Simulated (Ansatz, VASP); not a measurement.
## CdS (Greenockite): VASP beside Ansatz

```
Cd S
1.0
     4.15000    0.00000    0.00000
    -2.07500    3.59401    0.00000
     0.00000    0.00000    6.73700
Cd S
2 2
Cartesian
  2.0750 1.1980 3.3685
  0.0000 2.3960 0.0000
  2.0750 1.1980 5.8949
  0.0000 2.3960 2.5264
```

Alike in both runs: functional PBEsol; k mesh 7 × 7 × 4; occupations fermi-dirac, width 0.05 eV; no spin polarisation.

```csv
,VASP,Ansatz
version,VASP 6.6.1,Ansatz 0.2.0
potentials or method,"VASP PAW PBE potentials, release 64 (Cd, S)",Ansatz PAW
plane-wave cutoff (eV),520,420
valence electrons in the cell,36,52
task,single point,band structure
```

VASP gave:

* gap on the k mesh at the Fermi level (eV): 1.06
* least direct gap on the mesh (eV): 1.06
* pressure (GPa): -0.6
* largest component of the traceless stress (GPa): 0.40
* rms of the force components (eV/Å): 0.039

**Question.** Estimate Ansatz's values.

**Answer.** gap on the k mesh at the Fermi level (eV): 1.06; least direct gap on the mesh (eV): 1.06; pressure (GPa): -1.0; largest component of the traceless stress (GPa): 0.38; rms of the force components (eV/Å): 0.038.

Atom by atom the forces differ by 0.001 eV/Å (rms over components). The two sets of potentials don't hold the same shells in valence.

Caveats: the PAW data sets were made with another functional, which shifts forces and pressure a little (VASP); the PAW data sets come from PBE, with cores solved anew for the run's functional, which leaves a small shift of forces and pressure (Ansatz). PBEsol gaps usually lie below the measured ones, often by a third to a half.
